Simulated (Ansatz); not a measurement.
LaAlO$_{3}$ (cubic perovskite)

```xyz
10
Lattice="7.6248 0.0000 0.0000 0.0000 3.8124 0.0000 0.0000 0.0000 3.8124" Properties=species:S:1:pos:R:3 pbc="T T T"
La     0.0000     0.0000     0.0000
La     3.8124     0.0000     0.0000
Al     1.9062     1.9062     1.9062
Al     5.7186     1.9062     1.9062
O      0.0000     1.9062     1.9062
O      3.8124     1.9062     1.9062
O      1.9062     1.9062     0.0000
O      5.7186     1.9062     0.0000
O      1.9062     0.0000     1.9062
O      5.7186     0.0000     1.9062
```

The atoms are displaced by Q × the pattern below (from a DFPT mode at X = (0.5, 0.0, 0.0), largest move 1; Q in Å), at fixed cell. (q is in reciprocal vectors of the primitive cell; the cell shown is doubled to hold the pattern.)

| atom | x | y | z |
|---|---|---|---|
| Al3 | 1.000 | 0.000 | 0.000 |
| Al4 | -1.000 | 0.000 | 0.000 |
| O7 | 0.850 | 0.000 | 0.000 |
| O8 | -0.850 | 0.000 | 0.000 |
| O9 | 0.850 | 0.000 | 0.000 |
| O10 | -0.850 | 0.000 | 0.000 |

Atoms not listed stay in place.

The numbers are results of PBE (plane waves to 420 eV, PAW, scalar-relativistic; Ansatz, an electronic-structure program), not measurements. k mesh 5×9×9 (Γ-centred), Fermi-Dirac smearing 0.05 eV. E stands for the smeared free energy. LaAlO3 is run without spin polarisation. LaAlO3 was relaxed with its symmetry unable to fall. This is a high-temperature form of LaAlO3. ΔE is measured from the undisplaced structure.

```csv
Q (Å),ΔE (meV/cell)
-0.2800,1941
-0.2333,1285
-0.1867,withheld
-0.1400,431
-0.0933,187
-0.0467,46
0.0000,0
0.0467,46
0.0933,187
0.1400,431
0.1867,withheld
0.2333,1285
0.2800,1941
```

Task: Fit an even polynomial form (powers 2, 4) to the given rows and predict ΔE at Q = 0.1867.

Result: Least squares on the 11 given rows: ΔE = (21040)·Q² + (47420)·Q⁴, in meV/cell with Q in Å; root-mean-square residual 0.4 meV/cell. At 0.1867 the fit gives 791 meV/cell; the calculation gives 790 meV/cell, so the interpolation is off by 1 (+0.1 %). The quadratic term alone would give 733 meV/cell.

(A displaced cell: forces are minus the slopes of the energy, force constants its curvatures, and phonons follow from these.)
